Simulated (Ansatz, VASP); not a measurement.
## Mo (Mo strained to the junction's net): VASP beside Ansatz

Aim: how closely do two programs agree when they are given the same cell, functional and k mesh? The structure shown is the end of the Ansatz relaxation below.

Main program and level: Ansatz 0.2.0; plane waves, with VASP 6.6.1 beside it; single point at PBE.

### 1. The starting structure

The structure is tetragonal, space group I4/mmm (No. 139). The conventional cell has a = 3.005 Å, b = 3.005 Å, c = 3.297 Å, α = 90.00°, β = 90.00°, γ = 90.00°. Nearest to Mo lie 12 Mo at 2.69 to 3.00 Å.

### 2. Ansatz: relaxation, PBE

Ansatz runs on its default PAW (the set named soft_2) files.

This run makes the geometry at which the two programs are then compared.

Contents of input.yaml:

```yaml
crystal:
  lattice:
    - [3.005, 0.0, 0.0]
    - [0.0, 3.005, 0.0]
    - [0.0, 0.0, 3.2515]
  atoms:
    - { symbol: Mo, position: [0.0, 0.0, 0.0] }
    - { symbol: Mo, position: [0.5, 0.5, 0.5] }
kpoints:
  mp_grid: { grid: [12, 12, 10] }
scf:
  occupations: { method: fermi_dirac, width: 0.1 }
  max_iter: 150
hamiltonian:
  xc: pbe
relax:
  f_tol: 0.01
  max_steps: 40
  cell: { fix: [a, b, angles] }
```

Command:

```sh
ansatz run input.yaml --threads 8 --pin off --max-ram 20480MiB --backend cpu --events-out ev --progress --plain --runs-dir out
```

Numbers of over 12 decimals in the logs are rounded to 6 here.

Log:

```text
Engine: ansatz 0.2.0, aarch64-unknown-linux-gnu
Pseudopotentials: kind: paw
Pseudopotential: Mo, paw, valence charge 14, recommended cutoff 420 eV (normal), Mo.paw.azcp
Functional definition: PBE
  parameter kappa = 0.804
  parameter beta = 0.066725
  exchange = pbe_x(kappa = kappa, mu = beta*pi^2/3)
  correlation = pbe_c(beta = beta)
Crystal: 2 atoms, lattice volume = 29.361 Å³
Basis set: ecut = 420 eV, 563 PW (Γ), exchange–correlation on 48×48×48 points (8 copies of the dense FFT grid, shifted against one another)
Bands: 18, of which v1, the nominal top of the filled ones, is band 14 counted from 1 (13 counted from 0)
Symmetry: 32 space group operations
Space group: I4/mmm (ITA 139), of the structure as read, at distance tolerance 3.1e-5 Å
k-points: 168 of 1440
Non-local potential: Mo, projectors of the file, l = 0: 3, l = 1: 2, l = 2: 2, l = 3: 1
PAW form: soft (Blöchl's): semilocal exchange-correlation on the pseudo side does not see the compensation charge
PAW one-centre angular grid: Mo, 590 points (default); XC on 64 Gauss nodes
Initial density: superposition of atomic densities (neutral atoms: chi_scale 0, normalization atom), corrected by the library's trained network
Initial wavefunctions: pseudopotential atomic-orbital guess
Functional: x = pbe(κ = 0.804, μ = 0.219515), c = pbe(β = 0.066725)
SCF iter   1: F=—  HF=-9911.792365 eV  |F-HF|=—  |Δ(HF+E_count)|=         —  Δρ=3.56e-3  dr2=1.39e-3  ethr=1.77e-3  ⟨swp⟩=5.1  Hψ=13439  notcnv=0
preconditioner: auto → none  [metal: Δε(μ)=0.015 eV  Ē_g=4.940 eV  σ=0.100 eV  W_gap=0.04  n_scr=6 (ndim 8)  ℏωp=23.7 eV  f_vac=0.000  D(μ)=1.47/eV (n_scr^D=18)  sad-step TF]
SCF iter   2: F=—  HF=-9911.791994 eV  |F-HF|=—  |Δ(HF+E_count)|=   3.71e-4  Δρ=2.06e-3  dr2=4.72e-4  ethr=4.97e-6  ⟨swp⟩=2.1  Hψ=5741  notcnv=0
SCF iter   3: F=—  HF=-9911.791980 eV  |F-HF|=—  |Δ(HF+E_count)|=   1.35e-5  Δρ=3.24e-4  dr2=2.26e-5  ethr=1.68e-6  ⟨swp⟩=2.2  Hψ=5341  notcnv=0
SCF iter   4: F=—  HF=-9911.791965 eV  |F-HF|=—  |Δ(HF+E_count)|=   1.51e-5  Δρ=8.59e-5  dr2=5.53e-7  ethr=8.06e-8  ⟨swp⟩=2.1  Hψ=4997  notcnv=0
iter 5 did not close the SCF: its close was put off for the readings that it lacked (scf_convergence_deferred on its scf_iter line)
SCF iter   5: F=-9911.791966 eV  HF=-9911.791966 eV  |F-HF|=9.26e-9  |Δ(HF+E_count)|=   2.65e-7  Δρ=1.42e-5  dr2=3.11e-8  ethr=1.98e-9  ⟨swp⟩=2.0  Hψ=5379  notcnv=0
SCF iter   6: F=-9911.791966 eV  HF=-9911.791966 eV  |F-HF|=7.95e-10  |Δ(HF+E_count)|=  1.75e-10  Δρ=2.29e-6  dr2=1.07e-9  ethr=1.11e-10  ⟨swp⟩=1.9  Hψ=9999  notcnv=0
SCF 1 converged in 6 iterations: F = -9911.791966 eV  dr2 = 1.07e-9
  greatest PAW one-centre occupation: 0.998 electrons in one spin orbital (limit 2), on the Mo atom at site 1 (counted from 0), in its partial waves of l = 0
relax step   1: F+E_penalty+E_count = -9911.79196555 eV  Δ(F+E_penalty+E_count) = +0.000e0 eV  max|allowed force component| = 2.712e-30 eV/Å  Δτ_max = 0.0000 Å  P = +22.902 GPa  Ω = 29.361 Å³  fix = [a, b, alpha, beta, gamma]  reactions: a +31.450, b +31.450 GPa  (6 SCF iters, dr2 threshold 1.00e-7 eV, accepted)
[...]
relax step   3: F+E_penalty+E_count = -9911.79892785 eV  Δ(F+E_penalty+E_count) = -6.962e-3 eV  max|allowed force component| = 6.656e-30 eV/Å  Δτ_max = 0.0000 Å  P = +18.132 GPa  Ω = 29.806 Å³  energy of the carried Pulay correction = -1.548e-4 eV  fix = [a, b, alpha, beta, gamma]  reactions: a +27.453, b +27.453 GPa  (6 SCF iters, accepted)
[...]
relax step   4: F+E_penalty+E_count = -9911.79900237 eV  Δ(F+E_penalty+E_count) = -7.451e-5 eV  max|allowed force component| = 1.854e-29 eV/Å  Δτ_max = 0.0000 Å  P = +18.522 GPa  Ω = 29.768 Å³  energy of the carried Pulay correction = -1.418e-4 eV  fix = [a, b, alpha, beta, gamma]  reactions: a +27.789, b +27.789 GPa  (6 SCF iters, dr2 threshold 2.00e-7 eV, accepted)
[...]
relax step   5: F+E_penalty+E_count = -9911.79914488 eV  Δ(F+E_penalty+E_count) = -1.425e-4 eV  max|allowed force component| = 2.702e-29 eV/Å  Δτ_max = 0.0000 Å  P = +18.518 GPa  Ω = 29.768 Å³  fix = [a, b, alpha, beta, gamma]  reactions: a +27.785, b +27.785 GPa  stress off target by 1.54e-2 GPa on what of the cell is left free  SCF on the basis re-selected at this cell (its energy is not comparable with the rows above)  (8 SCF iters)
basis re-selected at this cell: Δ(F+E_penalty+E_count) = -1.425e-4 eV, ΔP = -0.004 GPa vs the last step (what re-selecting the basis moved, of the pressure what is left beyond the Pulay correction that the steps carried, after the strain that the cell walked since its last selection, with what the two solves' SCF thresholds leave and, on support functions, any second-order correction that the steps lacked; it is no m [...]
SCF converged after 8 iterations
Free energy (F): -9911.799145 eV
Harris-Foulkes:  -9911.799145 eV  (|F-HF|=3.64e-12)
Internal energy: -9911.748004 eV  (E = F + TS)
E sigma→0 (E₀):  -9911.773574 eV
Entropy (-TS):   -0.051141 eV (-25.570 meV/atom)
Fermi energy:    22.333869 eV
--- Per-component energies (eV) ---
  E_band       = -76.275152
  E_kinetic    = 887.082140
  E_local      = -1498.253304  (includes V_loc(G=0)·N_el)
  E_nonlocal   = 286.164590
  E_hartree    = 498.927745
  E_xc         = -368.808283
  E_vxc        = -460.501403  (∫ρ·V_xc dr)
  E_paw        = -6403.041431  (= ΣΔE_a)
  E_vpaw       = -288.622759  (= ΣTr[D̂ρ^β])
  E_aug_tail   = 0.000095  (compensation charges beyond the density's cutoff)
  E_ewald      = -3313.819555
  E_smearing   = -0.051141  (= −TS)
  E_closure    = 0.000000  (closes the sum)
  Σ components = -9911.799145   (vs F -9911.799145, Δ=0.00e0)
--- Forces (eV/Å), atoms counted from 1 ---
  atom   1  Mo    -0.00000000    -0.00000000    -0.00000000
  atom   2  Mo    -0.00000000    -0.00000000    -0.00000000
  max |Σ_I F_I| component: 1.17e-28 eV/Å
--- Stress (GPa, compression-positive) ---
       27.785263       0.000000       0.000000
        0.000000      27.785263      -0.000000
        0.000000      -0.000000      -0.015382
  P = ⅓ Tr σ = 18.5184 GPa (185.184 kbar)
--- Band table (eV; the first three rows and the last of 168) ---
  k-point 0: bands = [... 10 lower, 16.6576, 20.6152, 20.6152, 21.6652, 23.3067, 24.6592, 26.3961, 26.7393]
  k-point 1: bands = [... 10 lower, 16.7652, 20.6560, 20.6560, 21.7520, 23.0206, 24.6732, 26.2154, 26.2154]
  k-point 2: bands = [... 10 lower, 17.0857, 20.7917, 20.7917, 22.0093, 22.2709, 24.6925, 25.1184, 25.1184]
  k-point 167: bands = [... 10 lower, 19.7752, 19.7752, 19.7752, 19.7752, 24.4907, 24.4907, 25.3939, 25.3939]
--- Relaxed structure (4 steps of the walk, 3 accepted, 1 SCFs on fresh bases) ---
  F+E_penalty+E_count = -9911.79914488 eV   max|allowed force component| = 2.702e-29 eV/Å   (the final SCF, on the basis selected at the relaxed cell)
  cell:  # Å, volume = 29.7681 Å³
    - [3.005, 0, 0.0]
    - [0, 3.005, 0.0]
    - [0.0, 0.0, 3.296570]
  atoms:
    - { symbol: Mo, position: [0.0, 0.0, 0.0] }
    - { symbol: Mo, position: [0.500000, 0.500000, 0.5] }
```

The column dr2 measures how far the density is from self-consistency, as an energy; F and HF (Harris–Foulkes) agree once it is small.

### 3. VASP: single point, PBE

The same cell, functional, mesh and smearing now go to VASP, with its own data sets.

Lines of VASP's logs that name or quote its potential files are left out, and so is its time.

Contents of INCAR:

```
SYSTEM = Mo
PREC = Accurate
ENCUT = 500
EDIFF = 1E-06
NELM = 120
ISMEAR = -1
SIGMA = 0.1
LREAL = .FALSE.
ALGO = Normal
GGA = PE
NBANDS = 20
LASPH = .TRUE.
LORBIT = 11
LWAVE = .FALSE.
LCHARG = .FALSE.
ISIF = 2
GGA_COMPAT = .FALSE.
```

Contents of POSCAR:

```
Mo
1.0
    3.0050000000      0.0000000000      0.0000000000
    0.0000000000      3.0050000000      0.0000000000
    0.0000000000      0.0000000000      3.2965696239
Mo
2
Direct
    0.0000000000      0.0000000000      0.0000000000
    0.5000000000      0.5000000000      0.5000000000
```

Contents of KPOINTS:

```
Automatic mesh
0
Gamma
12 12 10
0 0 0
```

Potentials, in the order of the species: Mo_sv (PBE family, release 64).

Command:

```sh
mpirun -np 1 vasp_std
```

Log:

```text
[banner, memory and clock lines left out]
running    1 mpi-ranks, on    1 nodes
 distrk:  each k-point on    1 cores,    1 groups
 distr:  one band on    1 cores,    1 groups

 POSCAR found type information on POSCAR Mo
 POSCAR found :  1 types and       2 ions
 LDA part: xc-table for (Slater+PW92), standard interpolation
 POSCAR, INCAR and KPOINTS ok, starting setup
 FFT: planning ... GRIDC
 FFT: planning ... GRID_SOFT
 FFT: planning ... GRID
 WAVECAR not read
 entering main loop
       N       E                     dE             d eps       ncg     rms          rms(c)
DAV:   1     0.266658462844E+03    0.26666E+03   -0.16634E+04  6736   0.143E+03
DAV:   2    -0.169978762866E+02   -0.28366E+03   -0.27609E+03  7600   0.441E+02
DAV:   3    -0.227904477285E+02   -0.57926E+01   -0.56913E+01  7472   0.632E+01
DAV:   4    -0.228256911186E+02   -0.35243E-01   -0.35183E-01  7028   0.481E+00
DAV:   5    -0.228258893437E+02   -0.19823E-03   -0.19822E-03  7204   0.385E-01    0.232E+01
DAV:   6    -0.217819250038E+02    0.10440E+01   -0.19566E+00  6880   0.128E+01    0.701E+00
DAV:   7    -0.216266195186E+02    0.15531E+00   -0.46258E-01  7056   0.572E+00    0.115E+00
DAV:   8    -0.216190536309E+02    0.75659E-02   -0.79621E-03  6960   0.937E-01    0.229E-01
DAV:   9    -0.216191648405E+02   -0.11121E-03   -0.24137E-04  8204   0.163E-01    0.974E-02
DAV:  10    -0.216191826679E+02   -0.17827E-04   -0.26106E-05  6936   0.519E-02    0.145E-02
DAV:  11    -0.216191831885E+02   -0.52061E-06   -0.64353E-07  3636   0.608E-03
   1 F= -.21619183E+02 E0= -.21593612E+02  d E =-.511422E-01
```

OUTCAR, selected parts (step 3):

```text
ion  position               nearest neighbor table
   1  0.000  0.000  0.000-   2 2.69   2 2.69   2 2.69   2 2.69   2 2.69   2 2.69   2 2.69   2 2.69

  LATTYP: Found a simple tetragonal cell.
 ALAT       =     3.0050000000
 C/A-ratio  =     1.0970281610

 Subroutine GETGRP returns: Found 16 space group operations
 (whereof 16 operations were pure point group operations)

The static configuration has the point symmetry D_4h.

 Found    168 irreducible k-points:

   k-points           NKPTS =    168   k-points in BZ     NKDIM =    168   number of bands    NBANDS=     20

   dimension x,y,z NGX =    24 NGY =   24 NGZ =   24
   dimension x,y,z NGXF=    48 NGYF=   48 NGZF=   48

   ENCUT  =  500.0 eV  36.75 Ry    6.06 a.u.   5.48  5.48  6.01*2*pi/ulx,y,z

   NELECT =      28.0000    total number of electrons

 k-points in reciprocal lattice and weights: Automatic mesh
   0.00000000  0.00000000  0.00000000       0.001
   0.08333333  0.00000000  0.00000000       0.003
   0.16666667  0.00000000  0.00000000       0.003
   0.25000000  0.00000000  0.00000000       0.003
   0.33333333  0.00000000  0.00000000       0.003
   0.41666667  0.00000000  0.00000000       0.003
   0.50000000  0.00000000  0.00000000       0.001
   0.08333333  0.08333333  0.00000000       0.003
   0.16666667  0.08333333  0.00000000       0.006
[...]
0.50000000  0.41666667  0.50000000       0.003
   0.50000000  0.50000000  0.50000000       0.001

 average (electrostatic) potential at core
       1 -68.2900       2 -68.2900

 E-fermi :  13.3969

 k-point     1 :       0.0000    0.0000    0.0000
  band No.  band energies     occupation
    ...
     10       7.4620      2.00000
     11       7.7163      2.00000
     12      11.6787      2.00000
     13      11.6787      2.00000
     14      12.7300      1.99746
     15      14.3733      0.00012
     16      15.7260      0.00000
     17      17.4646      0.00000
     18      17.8081      0.00000
     19      17.8081      0.00000
    ...

 k-point     2 :       0.0833    0.0000    0.0000
  band No.  band energies     occupation
    ...
     10       7.5746      2.00000
     11       7.8595      2.00000
     12      11.6439      2.00000
     13      11.7552      2.00000
     14      12.6847      1.99839
     15      14.3928      0.00009
     16      15.5944      0.00000
     17      17.0427      0.00000
     18      17.1108      0.00000
     19      17.6540      0.00000
    ...

 k-point     3 :       0.1667    0.0000    0.0000
  band No.  band energies     occupation
    ...
     10       7.8733      2.00000
     11       8.2920      2.00000
     12      11.5668      2.00000
     13      11.9829      2.00000
     14      12.5776      1.99945
     15      14.2221      0.00052
     16      15.4776      0.00000
     17      15.8648      0.00000
     18      16.1131      0.00000
     19      17.2204      0.00000
    ...

  Total        5.2853730      5.2853730      0.1272225      0.0000000      0.0000000      0.0000000
  in kB      284.4690484    284.4690484      6.8473599      0.0000000      0.0000000      0.0000000
  external PRESSURE =     191.9284856 kB  Pullay stress =       0.0000000 kB

  energy-cutoff  :      500.00
  volume of cell :       29.77
      direct lattice vectors                 reciprocal lattice vectors
     3.005000000  0.000000000  0.000000000     0.332778702  0.000000000  0.000000000
     0.000000000  3.005000000  0.000000000     0.000000000  0.332778702  0.000000000
     0.000000000  0.000000000  3.296569624     0.000000000  0.000000000  0.303345633

 POSITION                                       TOTAL-FORCE (eV/Angst)
 -----------------------------------------------------------------------------------
      0.00000      0.00000      0.00000         0.000000      0.000000      0.000000
      1.50250      1.50250      1.64828        -0.000000     -0.000000     -0.000000
 -----------------------------------------------------------------------------------
    total drift:                                0.000000      0.000000     -0.000000

  FREE ENERGIE OF THE ION-ELECTRON SYSTEM (eV)
  ---------------------------------------------------
  free  energy   TOTEN  =       -21.6191831885 eV

  energy  without entropy=      -21.5680410142  energy(sigma->0) =      -21.59361210

 total charge
# of ion       s       p       d       tot
------------------------------------------
    1        2.402   6.221   3.999  12.622
    2        2.402   6.221   3.999  12.622
--------------------------------------------------
tot          4.803  12.443   7.998  25.245

[... 3 further parts left out ...]
```

The run ends at a pressure of 19.19 GPa.

### 4. Differences

Known differences besides the potentials themselves: the cutoff is 420 eV in Ansatz and 500 eV in VASP; Ansatz's pressure holds a Pulay correction, VASP's none. Total energies have different zeros and are not compared.

Both answers:

```csv
quantity,Ansatz,VASP,difference
pressure (GPa),18.52,19.19,-0.67
```

### 5. What came out

```json
{
 "difference in pressure (single point, PBE)": "-0.67 GPa"
}
```

**Reading.** The difference in pressure is -0.67 GPa (single point, PBE), within the 1 GPa picked in this series as the mark of a large difference. Such differences can come from data sets, numerical settings and the points named under the comparisons, not from the functional's error against experiment.

[Lines on the potential files, build, host, timing and source positions are cut from VASP's logs without a mark.]

[Logs are printed without paths, hosts, clocks, repeated set-up lines and the standing remarks that a program may print on its own settings, such as how far it seeks lower states.]

[Hosts, paths, dates, database ids (printed as entryN), source tags and the programs' standing remarks are cut or masked in the printed files.]
